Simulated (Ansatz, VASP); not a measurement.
**N in VASP and in Ansatz**

```
N
1.0
     4.68127    0.00000    0.00000
     0.00000    4.68127    0.00000
     0.00000    0.00000    4.68127
N
4
Direct
  0.99998 0.99998 0.99998
  0.50002 0.00002 0.49998
  0.49998 0.50002 0.00002
  0.00002 0.49998 0.50002
```

Alike in both runs: functional LDA; k mesh 6 × 6 × 6; occupations gaussian, width 0.02 eV; collinear spin.

Ansatz relaxed the structure, and its values are those at the end. VASP's run is a single point on that final structure, the one shown.

```csv
,VASP,Ansatz
version,VASP 6.6.1,Ansatz 0.2.0
potentials or method,"VASP PAW LDA potentials, release 64 (N)","scalar-relativistic, plane waves, PAW"
plane-wave cutoff (eV),520,420
valence electrons in the cell,20,20
```

|  | VASP | Ansatz | Ansatz less VASP |
| --- | --- | --- | --- |
| gap on the k mesh at the Fermi level (eV) | 1.25 | 1.39 | +0.135 |
| least direct gap on the mesh (eV) | 1.45 | 1.58 | +0.133 |
| pressure (GPa) | 0.3 | 0.4 | +0.08 |
| net moment per atom (μB) | 3.00 | 3.00 | 0.000 |
| size of the moment on the site where the two differ most (μB) | 1.93 | 2.85 | +0.920 |

Site moments also hang on the region over which each program counts them. Ansatz warned: «stress_scf_threshold_loose».

A k mesh can miss the band edges. LDA gaps usually lie below the measured ones, often by a third to a half.
